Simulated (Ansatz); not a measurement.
The (110) face of several crystals of one structure type (space group F-43m (No. 216)), computed alike. One member, relaxed:

```yaml
crystal:
  lattice:
    - [0.00000, 2.99575, 2.99575]
    - [2.99575, 0.00000, 2.99575]
    - [2.99575, 2.99575, 0.00000]
  atoms:
    - { symbol: Hg, position: [0.00000, 0.00000, 0.00000] }
    - { symbol: S, position: [0.75000, 0.75000, 0.75000] }
```

These are results of Ansatz, DFT PBE, scalar-relativistic, plane waves, PAW, not measurements. Cutoff 420 eV, Γ-centred meshes, Gaussian smearing of 0.10 eV, no spin polarisation.

Each bulk is relaxed, then a slab of about 10 Å is cut and relaxed with a dipole correction; γ is the mean of the two faces.

| surface | cell lengths (Å) | planes | outer planes | area (Å²) |
| --- | --- | --- | --- | --- |
| HgS (110) | 5.991 | 5 | HgS | 25.38 |
| HgSe (110) | 6.260 | 5 | HgSe | 27.71 |
| HgTe (110) | 6.650 | 5 | HgTe | 31.27 |

Q: What surface energies and relaxations result?

A: 
```json
{"surface": "HgS (110)", "γ (J/m²)": "0.18", "γ·A (eV a cell)": "0.28", "top spacing (%)": "-10.2"}
{"surface": "HgSe (110)", "γ (J/m²)": "0.14", "γ·A (eV a cell)": "0.24", "top spacing (%)": "-10.5"}
{"surface": "HgTe (110)", "γ (J/m²)": "0.12", "γ·A (eV a cell)": "0.23", "top spacing (%)": "-10.1"}
```

Slabs that rebuild by over 0.8 Å, distort in their middle or lose their symmetry through the k mesh, and polar cuts of insulators, are left out. Of the terminations computed for a plane the cheapest is shown.

The slabs are thin, so differences under about 0.05 J/m² aren't settled. Spin-orbit coupling is left out, which matters for the bands of heavy elements.

γ rises as the surface cell shrinks: the same bonds are cut on less area, and the cost a cell changes less than γ. γ spans a factor of 1.5, from HgTe (110) to HgS (110).
